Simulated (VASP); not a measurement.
## TiH: single point with LDA

TiH:

```xyz
2
Lattice="0.0000 2.0516 2.0516 2.1474 0.0000 2.0516 2.1474 2.0516 0.0000" Properties=species:S:1:pos:R:3 pbc="T T T"
Ti    0.0016    0.0000    0.0000
H     2.0696    2.0516    2.0516
```

The cell comes from a database or a generator and needn't be the stable form of this composition.

The cell isn't the ideal one: mode 4 frozen in at -0.074 Å, normal strain along x +0.0467.

```yaml
Program: VASP 6.6.1
Task: single point
Functional: LDA
Potentials_or_basis: VASP PAW LDA potentials, release 64 (Ti_sv, H)
Cutoff: 520 eV
k_mesh: 18 × 18 × 18
Occupations: gaussian, width 0.15 eV
Spin: no spin polarisation
Dipole_correction: no
Further_INCAR_settings: ALGO = Fast; EDIFF = 1e-07; NBANDS = 14
```

- Pressure: -6.5 GPa
- Largest force: 0.112 eV/Å
- Band gap on the k mesh: none (metal or under the smearing width)

Forces on the atoms (eV/Å):
```
Ti  -0.112  0.000  0.000
H    0.112  0.000  0.000
```

Stress tensor (GPa, compression positive):
```
-5.29  0.00  0.00
 0.00 -7.11  0.00
 0.00  0.00 -7.11
```

Levels at points of the mesh, in eV from the Fermi level:
| k point | band 2 | band 3 | band 4 | band 5 | band 6 | band 7 | band 8 | band 9 | band 10 | band 11 |
| --- | --- | --- | --- | --- | --- | --- | --- | --- | --- | --- |
| (0.00, 0.00, 0.00) | -32.31 | -32.31 | -32.30 | -9.43 | 0.42 | 0.81 | 0.81 | 1.90 | 2.31 | 10.83 |
| (0.50, 0.00, 0.00) | -32.98 | -32.40 | -32.37 | -4.93 | -3.10 | 0.07 | 0.42 | 3.22 | 3.39 | 7.26 |
| (0.50, 0.50, 0.00) | -32.92 | -32.59 | -32.50 | -6.78 | -1.89 | 2.00 | 3.18 | 3.53 | 3.81 | 6.88 |
| (0.00, 0.50, 0.50) | -32.88 | -32.51 | -32.51 | -6.83 | -1.83 | 1.20 | 3.20 | 3.66 | 3.66 | 6.53 |

Wall time 61 s on 1 thread of Intel(R) Xeon(R) 6975P-C (Granite Rapids) (shared host), peak memory 0.23 GiB.
